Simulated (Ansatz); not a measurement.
## Band table of Rh (sc type)

```xyz
1
Lattice="2.5372 0.0000 0.0000 0.0000 2.5372 0.0000 0.0000 0.0000 2.5372" Properties=species:S:1:pos:R:3 pbc="T T T"
Rh    0.0000    0.0000    0.0000
```

The cell comes from a relaxation on PAW files under the same functional, begun from a prototype that needn't be the stable phase.

Level of theory: DFT with PBE, scalar-relativistic, in Ansatz 0.2.0; a Γ-centred 15×15×15 k mesh, Fermi–Dirac smearing of 0.1 eV, no spin polarisation. LAPW: all electrons, basis error target 1 meV/atom.

Path points, in fractions of the reciprocal vectors: Γ (0.000, 0.000, 0.000), X (0.000, 0.500, 0.000), M (0.500, 0.500, 0.000), R (0.500, 0.500, 0.500). The distance column jumps between branches of the path. Levels in eV from the Fermi level; bands 13 to 19, counted from the lowest band of the run. The gap is zero, the pressure -0.02 GPa.

```
# k(1/Å) point b13 b14 b15 b16 b17 b18 b19
0.000 Γ -6.71 -5.06 -5.06 0.74 0.74 0.74 16.70
0.177 - -6.57 -5.03 -4.93 0.62 0.62 0.75 15.72
0.354 - -6.18 -4.95 -4.50 0.29 0.29 0.78 13.73
0.531 - -5.68 -4.83 -3.75 -0.16 -0.16 0.82 11.60
0.708 - -5.17 -4.69 -2.69 -0.62 -0.62 0.86 9.62
0.884 - -4.72 -4.57 -1.50 -1.00 -1.00 0.90 7.92
1.061 - -4.48 -4.41 -1.25 -1.25 -0.45 0.93 6.65
1.238 X -4.44 -4.29 -1.34 -1.34 0.00 0.94 6.14
1.415 - -4.37 -4.10 -1.95 -1.32 0.63 0.83 6.14
1.592 - -4.26 -3.45 -2.88 -1.27 0.54 1.66 6.15
1.769 - -4.10 -3.75 -2.40 -1.19 0.14 2.71 6.15
1.946 - -4.49 -3.93 -1.10 -1.06 -0.27 3.73 6.11
2.123 - -5.05 -3.77 -1.02 -0.63 0.41 4.66 5.99
2.300 - -5.40 -3.65 -0.96 -0.86 1.70 5.35 5.78
2.476 M -5.52 -3.61 -0.94 -0.94 2.28 5.62 5.62
2.727 - -5.29 -3.70 -0.89 -0.87 1.32 4.36 6.66
2.977 - -4.67 -3.92 -0.75 -0.65 -0.32 2.00 8.53
3.227 - -4.41 -3.82 -1.90 -0.49 -0.33 -0.10 10.53
3.477 - -4.90 -3.89 -3.23 -0.81 -0.13 0.04 12.54
3.727 - -5.67 -4.58 -4.23 -0.17 0.27 0.40 14.45
3.977 - -6.42 -4.95 -4.85 0.49 0.61 0.65 15.86
4.228 Γ -6.71 -5.06 -5.06 0.74 0.74 0.74 16.70
4.534 - -6.28 -4.82 -4.82 0.47 0.52 0.52 15.99
4.840 - -5.10 -4.12 -4.12 -0.13 -0.13 -0.09 15.06
5.147 - -3.94 -3.06 -3.06 -1.07 -1.07 0.10 14.49
5.453 - -3.88 -2.59 -2.59 -1.20 -1.20 2.31 13.81
5.759 - -4.19 -3.47 -3.47 0.30 0.30 5.81 12.41
6.066 - -4.36 -4.15 -4.15 1.76 1.76 9.58 10.96
6.372 R -4.39 -4.39 -4.39 2.41 2.41 10.16 12.01
6.622 - -4.41 -4.27 -4.16 1.78 2.17 10.37 10.93
6.873 - -4.39 -3.91 -3.49 0.36 1.40 9.04 9.13
7.123 - -4.24 -3.35 -2.58 -1.18 0.21 7.08 7.56
7.373 - -3.84 -2.69 -2.54 -2.18 -0.55 4.96 6.69
7.623 - -3.57 -3.15 -3.14 -2.03 0.10 2.93 6.28
7.873 - -4.22 -3.99 -2.18 -1.53 0.72 1.12 6.16
8.123 X -4.44 -4.29 -1.34 -1.34 0.00 0.94 6.14
9.874 R -4.39 -4.39 -4.39 2.41 2.41 10.16 12.01
10.051 - -4.46 -4.27 -4.27 1.97 2.41 10.34 11.64
10.228 - -4.63 -3.92 -3.92 0.87 2.39 10.69 10.69
10.405 - -4.87 -3.37 -3.37 -0.46 2.36 9.47 9.47
10.582 - -5.12 -2.66 -2.66 -1.73 2.33 8.16 8.16
10.759 - -5.33 -2.74 -1.88 -1.88 2.31 6.94 6.94
10.936 - -5.47 -3.39 -1.22 -1.22 2.29 6.00 6.00
11.113 M -5.52 -3.61 -0.94 -0.94 2.28 5.62 5.62
```
